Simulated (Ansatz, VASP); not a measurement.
Pb in VASP and in Ansatz

The input INCAR:

```
PREC = Accurate
ENCUT = 520
EDIFF = 1E-6
ISMEAR = -1
SIGMA = 0.1
LREAL = False
LASPH = True
NELM = 60
ALGO = Normal
ISIF = 2
LWAVE = False
LCHARG = False
GGA = PE
NBANDS = 13
```

Contents of KPOINTS:

```
Automatic mesh
0
Gamma
  15 15 15
```

Contents of POSCAR:

```
Pb
1.0
   -1.6678063681      1.6678063681      1.6678063681
    1.6678063681     -1.6678063681      1.6678063681
    1.6678063681      1.6678063681     -1.6678063681
Pb
1
Direct
    0.0000000000      0.0000000000      0.0000000000
```

Input for Ansatz:

```yaml
crystal:
  lattice:
    - [-1.6678063681, 1.6678063681, 1.6678063681]
    - [1.6678063681, -1.6678063681, 1.6678063681]
    - [1.6678063681, 1.6678063681, -1.6678063681]
  atoms:
    - { symbol: Pb, position: [0.0, 0.0, 0.0] }
kpoints:
  mp_grid: { grid: [15, 15, 15] }
scf:
  occupations: { method: fermi_dirac, width: 0.1 }
hamiltonian:
  xc: pbe
  pseudopotentials: { kind: all_electron, lapw: { basis_error: 0.001 } }
output:
  forces: true
  stress: true
  eigenvalues: true
  populations: true
```

Change from the starting cell: volume scaled by 0.58, LAPW.

Alike in both runs: task single point; functional PBE; k mesh 15 × 15 × 15; occupations fermi-dirac, width 0.1 eV; no spin polarisation.

|  | VASP | Ansatz |
| --- | --- | --- |
| version | VASP 6.6.1 | Ansatz 0.2.0 |
| potentials or method | VASP PAW PBE potentials, release 64 (Pb_d) | all-electron LAPW, scalar-relativistic |
| plane-wave cutoff (eV) | 520 | see its input |

VASP gave:

- pressure (GPa): 79.3

Problem. Estimate Ansatz's values.

Solution. Pressure (GPa): 79.4.

Ansatz ran all-electron here, so the differences hold the error of VASP's frozen core and of both bases.

Caveats: the cell as given lies far from equilibrium; so large a pressure means that the cell lies far from this level's equilibrium, or that cutoff or potentials fall short (VASP). Spin-orbit coupling is left out, which matters for the levels of Pb.
